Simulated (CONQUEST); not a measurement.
# KTaO3 (Pm-3m) in CONQUEST: reference runs

How does KTaO3 come out in PBEsol? The cell is run as given and disturbed.

Program: CONQUEST 1.3. These are calculated values, not measurements. Logs are shortened: lines on timing, memory, paths and dates and some standing lists are left out, and cuts for length are marked.

## 1. The crystal as given

The structure is cubic, space group Pm-3m (No. 221). Conventional cell: a = 3.988 Å, b = 3.988 Å, c = 3.988 Å, α = 90.00°, β = 90.00°, γ = 90.00°. Ta (site symmetry m-3m) is surrounded by 6 O at 1.99 Å. K (site symmetry m-3m) is surrounded by 12 O at 2.82 Å. O (site symmetry 4/mmm) has 2 Ta at 1.99 Å as nearest neighbours.

## 2. Single point, PBEsol

The input, Conquest_input:

```
IO.Title KTaO3
IO.Coordinates coords.dat
IO.FractionalAtomicCoords T
IO.Iprint 2
IO.Iprint_init 1
General.NumberOfSpecies 3
General.PseudopotentialType hamann
AtomMove.TypeOfRun static
AtomMove.FullStress T
Grid.GridCutoff 150
DM.SolutionMethod diagon
Diag.MPMesh T
Diag.GammaCentred T
Diag.MPMeshX 7
Diag.MPMeshY 7
Diag.MPMeshZ 7
Diag.kT 0.00183747
minE.SCTolerance 1e-6
SC.MaxIters 100
IO.AtomChargeOutput T
IO.DumpChargeDensity T
IO.DumpESPot T
%block ChemicalSpeciesLabel
1 180.950 Ta
2 39.100 K
3 16.000 O
%endblock
```

The input, coords.dat:

```
    7.5367947028     0.0000000000     0.0000000000
    0.0000000000     7.5367947028     0.0000000000
    0.0000000000     0.0000000000     7.5367947028
5
  0.0000000000   0.0000000000   0.0000000000 1 T T T
  0.5000000000   0.5000000000   0.5000000000 2 T T T
  0.5000000000   0.0000000000   0.0000000000 3 T T T
  0.0000000000   0.5000000000   0.0000000000 3 T T T
  0.0000000000   0.0000000000   0.5000000000 3 T T T
```

Potentials or basis: PseudoDojo NC PBEsol, DZP, grid cutoff 150 Ha.

Run with:

```sh
> OMP_NUM_THREADS=1 Conquest
```

The program printed:

```text
Simulation cell dimensions:     7.5368 a0 x     7.5368 a0 x     7.5368 a0

      Atomic coordinates (a0)
         Atom         X         Y         Z  Species
            1    0.0000    0.0000    0.0000        1
            2    3.7684    3.7684    3.7684        2
            3    3.7684    0.0000    0.0000        3
            4    0.0000    3.7684    0.0000        3
            5    0.0000    0.0000    3.7684        3

         Monkhorst-Pack mesh:   7 x   7 x   7 gamma-centred
        This calculation includes non-local pseudopotentials,
         with a maximum core radius of     11.52907648

    Job title: KTaO3
    Job to be run: static calculation

[... 5 lines left out ...]
      Using Fermi-Dirac smearing

    Integration grid size:     48 x   48 x   48

    Integration grid spacing:  0.157 a0 x 0.157 a0 x 0.157 a0

    Number of species:  3
    --------------------------------------------------------
    |   #  mass (au)  Charge (e)  SF Rad (a0)  NSF  Label  |
    --------------------------------------------------------
    |   1    180.950      13.000        8.008   19  Ta     |
    |   2     39.100       9.000       11.776   14  K      |
    |   3     16.000       6.000        5.025   13  O      |
    --------------------------------------------------------
          SCF tolerance:                 0.00000100
          SCF iterations:               100

    LibXC version:  6. 2. 2
    Using the GGA functional Perdew, Burke & Ernzerhof SOL
    Using the GGA functional Perdew, Burke & Ernzerhof SOL

           radial cut-off to be used is taken to be max PAO cut-off radius for this species:    7.699912

           greatest ang. mom. for making density from PAOs:  2

           radial cut-off to be used is taken to be max PAO cut-off radius for this species:   11.529076

           greatest ang. mom. for making density from PAOs:  2

           radial cut-off to be used is taken to be max PAO cut-off radius for this species:    4.856058

           greatest ang. mom. for making density from PAOs:  2
    Minimum blocs/proc is     1728. Maximum blocs/proc is     1728
    set_atom_dens: In set_atomic_density, electrons :      40.000000000000
 matrix_size & matrix_size_padH =           72          72

    Screened ion int: energy:    -105.746972046057 Ha

    new_SC_potl: Starting.  Tolerance:  0.10000E-05

    PulayMixSC: Starting Pulay mixing, A_up =  0.500 A_dn =  0.500
    PulayMixSC: Spin non-polarised calculation.
          Harris-Foulkes Energy            :      -144.930513320391782 Ha
          (TS=0 as O(N) or entropic contribution is negligible)
          DFT Total Energy                 :      -144.354542669483322 Ha
          Total number of electrons        :        39.999999999999453
    PulayMixSC: Pulay iteration     1 residual:              0.87219E-02
          Harris-Foulkes Energy            :      -144.817411833943709 Ha
          GroundState Energy (E-(1/2)TS)   :      -144.817675806980247 Ha
          Free Energy (E-TS)               :      -144.817939780016786 Ha
          DFT Total Energy                 :      -144.452082495625717 Ha
          Total number of electrons        :        40.000014852528587
    PulayMixSC: Pulay iteration     2 residual:              0.78275E-02
          Harris-Foulkes Energy            :      -144.740075233173599 Ha
          (TS=0 as O(N) or entropic contribution is negligible)
          DFT Total Energy                 :      -144.733411432990323 Ha
          Total number of electrons        :        40.000016829265896
    PulayMixSC: Pulay iteration     3 residual:              0.11516E-02
          Harris-Foulkes Energy            :      -144.740441511997830 Ha
          (TS=0 as O(N) or entropic contribution is negligible)
          DFT Total Energy                 :      -144.729038873700915 Ha
          Total number of electrons        :        40.000022971862357
    PulayMixSC: Pulay iteration     4 residual:              0.12019E-02
          Harris-Foulkes Energy            :      -144.737508613817369 Ha
          (TS=0 as O(N) or entropic contribution is negligible)
          DFT Total Energy                 :      -144.737096810060365 Ha
          Total number of electrons        :        40.000024276440691
    PulayMixSC: Pulay iteration     5 residual:              0.19134E-03
          Harris-Foulkes Energy            :      -144.737376233023298 Ha
          (TS=0 as O(N) or entropic contribution is negligible)
          DFT Total Energy                 :      -144.737376018552851 Ha
          Total number of electrons        :        40.000024532685444
    PulayMixSC: Pulay iteration     6 residual:              0.74078E-05
          Harris-Foulkes Energy            :      -144.737376160946866 Ha
          (TS=0 as O(N) or entropic contribution is negligible)
          DFT Total Energy                 :      -144.737375956759678 Ha
          Total number of electrons        :        40.000024612593720
    PulayMixSC: Pulay iteration     7 residual:              0.48038E-05
          Harris-Foulkes Energy            :      -144.737376094229376 Ha
          (TS=0 as O(N) or entropic contribution is negligible)
          DFT Total Energy                 :      -144.737376093869841 Ha
          Total number of electrons        :        40.000024621993333
    PulayMixSC: Pulay iteration     8 residual:              0.49787E-06
    PulayMixSC: Reached SCF tolerance of  0.49787E-06 after      8 iterations
      | Number of electrons      =        40.000025
      |* band energy as 2Tr[K.H] =       -35.294986826600564 Ha
      |  screened ion-ion energy =      -105.746972046057266 Ha
      |  Ha correction           =        -0.309279621383046 Ha
      |  XC correction           =        -3.386129967146424 Ha
      |* Harris-Foulkes energy   =      -144.737376094229376 Ha
      |* DFT total energy        =      -144.737376093869841 Ha
      |  estimated accuracy      =        -0.000000000359535 Ha

    force: Forces on atoms (Ha/a0)
    force:  Atom   X              Y              Z
    force:     1   0.0000000000   0.0000000000  -0.0000000000
    force:     2   0.0000000000   0.0000000000  -0.0000000000
    force:     3  -0.0000000000   0.0000000000  -0.0000000000
    force:     4  -0.0000000000   0.0000000000  -0.0000000000
    force:     5   0.0000000000  -0.0000000000   0.0000000000

    force: Maximum force :        0.00000000(Ha/a0) on atom         1 in z direction
    force: Force Residual:        0.00000000 Ha/a0
    force: Total stress:         -1.58850351     0.00000000     0.00000000 GPa
                             0.00000000    -1.58850351     0.00000000
                             0.00000000     0.00000000    -1.58850351
    force: Average pressure:      1.58850351 GPa

    force: Finished force
    get_E_and_F: Change in energy during last step of electronic optimisation:  0.66717E-07

    BIBLIOGRAPHY: Please consider citing the following references in the conquest.bib file

    CONQUEST:         Bowler2002pt, Miyazaki2004, Nakata2020
    Basis:            Bowler2019
    DM:               Bowler:2006xr
    Pseudopotentials: Hamann2013, Bowler2019
    XC references from LibXC:
```

It took 14 min on 1 thread of Intel Xeon Platinum 8259CL at 2.50GHz (Skylake/Cascade Lake), shared host; peak memory 1.6 GiB.

What came out:

```yaml
Free_energy: -3938.5046 eV
Pressure: 1.6 GPa
Band_gap_on_the_k_mesh: 1.95 eV, indirect (least direct gap 2.49 eV)
Mulliken_charges: Ta +1.88; K +0.60; O -0.83 e
```

Caveat: Mulliken charges move with the basis; spin-orbit coupling is left out, which moves the levels of the heavy elements; an odd mesh through Γ misses points on the zone boundary, where band edges often lie; the basis of atomic orbitals isn't converged, which shifts pressures, moduli and gaps.

## 3. Single point, PBEsol (atoms moved at random, drawn with an rms of 0.05 Å)

Changes to Conquest_input since step 2:

```diff
@@ -20,4 +20,2 @@
 IO.AtomChargeOutput T
-IO.DumpChargeDensity T
-IO.DumpESPot T
 %block ChemicalSpeciesLabel
```

The input, coords.dat:

```
    7.5367947028     0.0000000000     0.0000000000
    0.0000000000     7.5367947028     0.0000000000
    0.0000000000     0.0000000000     7.5367947028
5
  0.9868270000   0.0063740000   0.0087940000 1 T T T
  0.5225520000   0.4977750000   0.4913270000 2 T T T
  0.4899110000   0.0010270000   0.0034950000 3 T T T
  0.0017690000   0.5042430000   0.9995270000 3 T T T
  0.9958720000   0.0073200000   0.5045920000 3 T T T
```

Potentials or basis: PseudoDojo NC PBEsol, DZP, grid cutoff 150 Ha.

Run with:

```sh
> OMP_NUM_THREADS=1 Conquest
```

It took 13 min on 1 thread of Intel Xeon Platinum 8259CL at 2.50GHz (Skylake/Cascade Lake), shared host; peak memory 1.6 GiB.

The run converged. Its results:

| Item | Value |
| --- | --- |
| Free energy | -3938.4513 eV |
| Pressure | 1.0 GPa |
| Largest force | 0.604 eV/Å |
| Band gap on the k mesh | 1.96 eV, indirect (least direct gap 2.50 eV) |
| Mulliken charges | Ta +1.87; K +0.60; O -0.82 e |

Forces on the atoms (eV/Å):
```
Ta   0.280 -0.108 -0.172
K   -0.533  0.132  0.250
O    0.464  0.027 -0.015
O   -0.155 -0.002  0.054
O   -0.059 -0.070 -0.162
```

Stress tensor (GPa, compression positive):
```
 0.77 -0.23 -0.26
-0.23  1.17  0.07
-0.26  0.07  1.14
```

Levels at points of the mesh, in eV from the valence-band top:
| k point | band 16 | band 17 | band 18 | band 19 | band 20 | band 21 | band 22 | band 23 | band 24 | band 25 |
| --- | --- | --- | --- | --- | --- | --- | --- | --- | --- | --- |
| (0.00, 0.00, 0.00) | -0.98 | -0.97 | -0.58 | -0.55 | -0.54 | 1.96 | 1.99 | 2.02 | 6.55 | 6.60 |

Caveat: Mulliken charges move with the basis; spin-orbit coupling is left out, which moves the levels of the heavy elements; an odd mesh through Γ misses points on the zone boundary, where band edges often lie; the basis of atomic orbitals isn't converged, which shifts pressures, moduli and gaps.
